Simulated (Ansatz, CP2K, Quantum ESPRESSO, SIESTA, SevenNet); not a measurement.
# Structure and levels of amorphous Al2O3 at 2.62 g/cm³ (90 atoms) across programs

Aim: relax amorphous Al2O3 at 2.62 g/cm³ (90 atoms), then compare forces, pressure and levels from several programs at that geometry.

All numbers are calculated, not measured.

## Step 1: The cell

The cell holds 90 atoms (36 Al and 54 O), with edges of 10.51, 10.51 and 10.51 Å. Recipe: 90 atoms (36 Al, 54 O) placed at random at 2.62 g/cm³, melted at 5000 K for 10 ps at fixed volume with the Morse and Coulomb pair potential with partial charges (Pedone, Malavasi, Menziani, Cormack and Segre, J. Phys. Chem. B 110, 11780 (2006)). Quenched from 5000 K to 300 K at 50 K/ps and fixed volume, held 5 ps, then minimised at fixed cell. Then the atoms were relaxed with SevenNet l3i5 in the fixed cell. Then the atoms were relaxed with CP2K double zeta, PBE.

**What experiment says.** The mean number of oxygen atoms around aluminium in anodized alumina glass was determined from the peak areas of a solid-state aluminium NMR spectrum (“Structure of alumina glass”, 2022, PMC8752723): number of O about Al 4.73.

## Step 2: The relaxation

CP2K double zeta (DZVP-MOLOPT-SR, GTH-PBE potentials, 480 Ry; k-points Γ) took 6 geometry steps and reached its thresholds. It started from the geometry that SevenNet l3i5 had relaxed.

Elapsed: 4.8 min, on 4 MPI ranks of Arm Neoverse V2, shared host; peak memory 2.3 GiB; 19 min of CPU time.

```tsv
	before	after
energy (meV/atom)	0	-1.1
Al-O bonds under 2.33 Å	151 at 1.824 Å	151 at 1.824 Å
```

Atoms moved by 0.02 Å r.m.s. and 0.04 Å at most, with the common shift taken off.

## Step 3: Structure of the relaxed cell

Density 2.62 g/cm³, 12.91 Å³ an atom.

Pair distribution functions g(r), in bins of 0.1 Å:

```tsv
r (Å)	total	O-O	O-Al	Al-Al
1.55	0.00	0.00	0.00	0.00
1.65	0.65	0.00	1.36	0.00
1.75	3.27	0.00	6.81	0.00
1.85	5.25	0.00	10.90	0.00
1.95	0.91	0.00	1.89	0.00
2.05	0.28	0.00	0.57	0.00
2.15	0.05	0.00	0.10	0.00
2.25	0.00	0.00	0.00	0.00
2.35	0.00	0.00	0.00	0.00
2.45	0.23	0.53	0.08	0.00
2.55	0.35	0.97	0.00	0.00
2.65	0.74	1.35	0.07	1.40
2.75	0.91	2.11	0.06	0.76
2.85	1.57	3.89	0.23	0.34
2.95	1.91	4.07	0.16	2.29
3.05	1.42	2.53	0.36	2.14
3.15	1.35	1.40	0.67	3.30
3.25	1.01	0.54	0.54	3.50
3.35	0.95	0.73	0.71	2.17
3.45	1.03	0.64	1.00	2.04
3.55	0.76	0.66	0.94	0.45
3.65	0.97	0.52	1.57	0.21
3.75	0.76	0.58	1.09	0.21
3.85	0.65	0.38	0.96	0.29
3.95	0.92	0.57	1.31	0.55
4.05	0.95	0.81	1.28	0.26
4.15	1.23	0.59	2.02	0.33
4.25	0.97	0.42	1.63	0.24
4.35	1.12	0.40	1.68	1.06
4.45	1.14	0.45	1.58	1.37
4.55	1.19	1.07	1.31	1.10
4.65	1.18	0.82	1.50	1.05
4.75	1.12	1.32	1.04	0.89
4.85	0.91	1.27	0.77	0.54
4.95	1.01	1.11	0.85	1.23
5.05	0.85	1.42	0.39	0.95
5.15	0.87	1.36	0.45	1.02
5.25	0.91	1.40	0.45	1.19
```

Bonds by pair of elements; cutoffs follow the first minimum of g(r), held within bounds set by covalent radii, and pairs that aren't listed don't count as bonded:

```tsv
pair A-B	cutoff (Å)	bonds	mean length (Å)	spread (Å)	shortest (Å)	B about A	A about B
O-Al	2.33	151	1.82	0.082	1.67	2.80	4.19
```

How many atoms have how many bonded neighbours:

```tsv
element	mean	2	3	4	5
Al	4.19	0	0	29	7
O	2.80	12	41	1	0
```

Bond angles (no mean is given where the spread exceeds 20°):

```tsv
angle	count	mean (°)	spread (°)
O-Al-O	244	108	16.9
Al-O-Al	141	120	16.8
```

Oxygen atoms by the number of network formers (Si, P, Ge, B, Al, As, Ga) bound to them:

```tsv
network formers bound to O	O atoms	per cent
0	0	0
1	0	0
2	12	22.2
3	41	75.9
4	1	1.9
```

Network units: each former by its oxygen neighbours and how many of them bridge to another former:

```tsv
former	O neighbours	bridging O	atoms
Al	4	4	29
Al	5	5	7
```

Bond length by coordination (bonds to H left out):

```tsv
element	coordination	atoms	mean bond length (Å)
Al	4	29	1.8
Al	5	7	1.91
O	2	12	1.71
O	3	41	1.84
O	4	1	1.98
```

Rings of the network by King's shortest-path rule, up to 12 atoms, one path for each pair of neighbours; H, halogens, alkali and alkaline-earth atoms are left out, and the last column divides by all other atoms, bonded or not:

```tsv
ring size (atoms)	rings	per network atom
4	13	0.144
6	35	0.389
8	52	0.578
10	27	0.3
12	3	0.033
```

First main peaks of g(r), for some of the pairs, lie near 2.9 Å (O-O) and 1.8 Å (O-Al). Counting bonds as in the table, 81 % of Al atoms have 4 and 76 % of O atoms have 3 bonded neighbours. The O-Al-O angle averages 108° with a spread of 17°. 22 % of the oxygens bridge two formers (Al) and 0 % are non-bridging; 76 % join three; 2 % join four. The commonest Al unit has 4 oxygens, 4 of them shared with other formers (29 of 36 atoms). Bonds at O atoms with 2 neighbours average 1.71 Å, against 1.84 Å at those with 3. Rings of 8 atoms are the most common (40 % of those counted); sizes run from 4 to 12, where the search stops.

Against the measurements quoted at the start:

```tsv
quantity	measured	this cell	difference	method of the measurement
number of O about Al	4.73	4.19	-11.3 %	27Al MAS NMR
```

The cell differs from the measured neighbour counts by up to 11.3 %. The network descends from the steps of the recipe above, so the comparison tests them together. Our coordination numbers hang on a cutoff, and experiments count neighbours in their own ways.

## Step 4: The plane-wave reference

Quantum ESPRESSO 7.5: Kohn-Sham DFT, PBE, SSSP efficiency 1.3.0 pseudopotentials, plane waves. Its input for the relaxed cell:

```
&control
  calculation = 'scf'
  pseudo_dir = './pseudo'
  outdir = './tmp'
  disk_io = 'none'
  tprnfor = .true.
  tstress = .true.
/
&system
  ibrav = 0
  nat = 90
  ntyp = 2
  ecutwfc = 60
  ecutrho = 480
  nosym = .true.
  occupations = 'smearing'
  smearing = 'fd'
  degauss = 0.003675
/
&electrons
  conv_thr = 4.5e-07
  electron_maxstep = 100
  mixing_beta = 0.4
  mixing_mode = 'plain'
  diagonalization = 'david'
/
ATOMIC_SPECIES
Al 26.982 Al.upf
O 15.999 O.upf
CELL_PARAMETERS angstrom
10.51280 0.00000 0.00000
0.00000 10.51280 0.00000
0.00000 0.00000 10.51280
ATOMIC_POSITIONS crystal
Al 0.22504 0.52518 0.63058
Al 0.41631 0.88467 0.38559
Al 0.66080 0.55918 0.25580
[... 85 atom lines left out ...]
O 0.36886 0.27688 0.10517
O 0.53433 0.56318 0.14614
K_POINTS gamma
```

Wall time 2.8 min (4 MPI ranks of Arm Neoverse V2, shared host); peak memory 4.1 GiB; 11 min of CPU time.

## Step 5: All levels at this geometry

CPU times are from a shared host and are rough.

| level | basis or training data | k-points | own r.m.s. force (meV/Å) | difference from the reference (meV/Å) | pressure (GPa) | Kohn-Sham gap (eV) | CPU time | memory (GiB) |
| --- | --- | --- | --- | --- | --- | --- | --- | --- |
| QE, PBE | plane waves, SSSP efficiency, 60/480 Ry | Γ | 74 | - | -2.19 | 3.31 | 11 min | 4.1 |
| CP2K triple zeta, PBE | TZV2P-UZH, GTH-PBE potentials, 600 Ry | Γ | 76 | 85 | -3.91 | 3.30 | 17 min | 5.5 |
| SIESTA DZP, PBE | DZP orbitals, shift 0.01 Ry, mesh 400 Ry | Γ | 144 | 111 | 0.48 | 3.29 | 6.9 min | 2.4 |
| SevenNet l3i5 | trained on PBE(+U) plane-wave data | - | 68 | 38 | -2.44 | - | 9.8 s | 1.6 |

The gap is the spacing of the highest filled and lowest empty Kohn-Sham level on the mesh; a dash marks partly filled levels, a spacing under 0.15 eV or a method without such levels.

## Step 6: Findings

Relaxation in the fixed cell lowers the energy by 1 meV/atom at its own level and moves atoms by up to 0.04 Å. The reference finds an r.m.s. force of 74 meV/Å there and a pressure of -2.19 GPa, at a geometry that CP2K double zeta made. Forces differ from the reference's by 38 meV/Å (SevenNet l3i5), 85 meV/Å (CP2K triple zeta, PBE) and 111 meV/Å (SIESTA DZP, PBE).

CP2K double zeta is at its own minimum here, so the reference's force is itself a measure of how the two differ. Pressures lie -0.3 GPa (SevenNet l3i5), -1.7 GPa (CP2K triple zeta, PBE) and +2.7 GPa (SIESTA DZP, PBE) from the reference's. The highest filled and lowest empty levels lie 3.31 eV apart in the reference, against 3.30 eV in CP2K triple zeta, PBE and 3.29 eV in SIESTA DZP, PBE. Counting bonds as in the table, 81 % of Al atoms have 4 and 76 % of O atoms have 3 bonded neighbours. 22 % of the oxygens bridge two formers (Al) and 0 % are non-bridging; 76 % join three; 2 % join four.

Caveats: The density was set by the recipe and held. One sample of a disordered cell; defect or tail levels can set the gap. Gaps are read on the mesh, which holds the band edges only if they fold onto it, and semilocal functionals tend to put them under measured ones. The quench rate of 50 K/ps is many orders above laboratory rates, so the cell is likely richer in defects and strain than a real sample. The reference samples only Γ, in a cell whose shortest periodic width is 11 Å. The plane-wave runs aren't exact: their cutoffs and mesh weren't converged further here. SIESTA's automatically made basis is far from complete, and its potentials were converted by us (checked for H, C, O, Si, Ge and Ca alone). Where levels are smeared, the DFT runs use Fermi–Dirac occupations at 580 K (0.05 eV), and energies are free energies.

[Logs are printed without paths, hosts, clocks, repeated set-up lines and the standing remarks that a program may print on its own settings, such as how far it seeks lower states.]

[Hosts, paths, dates, database ids (printed as entryN), source tags and the programs' standing remarks are cut or masked in the printed files.]
